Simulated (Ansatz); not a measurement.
A run of Ansatz 0.2.0:

Contents of input.yaml:

```yaml
crystal:
  lattice:
    - [3.6496888665, 0.0, 0.0]
    - [-1.8248444332, 3.1607232743, 0.0]
    - [0.0, 0.0, 11.72085632]
  atoms:
    - { symbol: Sm, position: [0.6666666667, 0.3333333333, 0.75], spin: 5.0 }
    - { symbol: Sm, position: [0.3333333333, 0.6666666667, 0.25], spin: 5.0 }
    - { symbol: Sm, position: [0.0, 0.0, 0.5], spin: 5.0 }
    - { symbol: Sm, position: [0.0, 0.0, 0.0], spin: 5.0 }
hamiltonian:
  xc: pbesol
  pseudopotentials: { kind: paw }
magnetization:
  spin_polarized: true
kpoints:
  mp_grid: { grid: [8, 8, 3] }
scf:
  occupations: { method: fermi_dirac, width: 0.05 }
output:
  forces: true
  stress: true
  eigenvalues: true
  write_density: true
  write_potential: true
  elf: true
  volumetric_format: npy
relax:
  f_tol: 0.01
  max_steps: 40
  cell: { stress_tol: 0.05, p_target: 2.0 }
```

Potentials or basis: Ansatz PAW.

Launch:

```bash
$ ansatz run input.yaml --threads 2 --pin off --max-ram 5632MiB --backend cpu --events-out ev --progress --plain --runs-dir out
```

Hardware: 2 threads of Intel(R) Xeon(R) Platinum 8375C CPU @ 2.90GHz (Ice Lake) (shared host).

Task: Estimate the wall time of this run.

Result: It took 78 s on 2 threads of Intel(R) Xeon(R) Platinum 8375C CPU @ 2.90GHz (Ice Lake) (shared host), peak memory 0.66 GiB. Counts: scf iterations 63, plane waves 2433, k points 20, bands 59, ion steps 5.
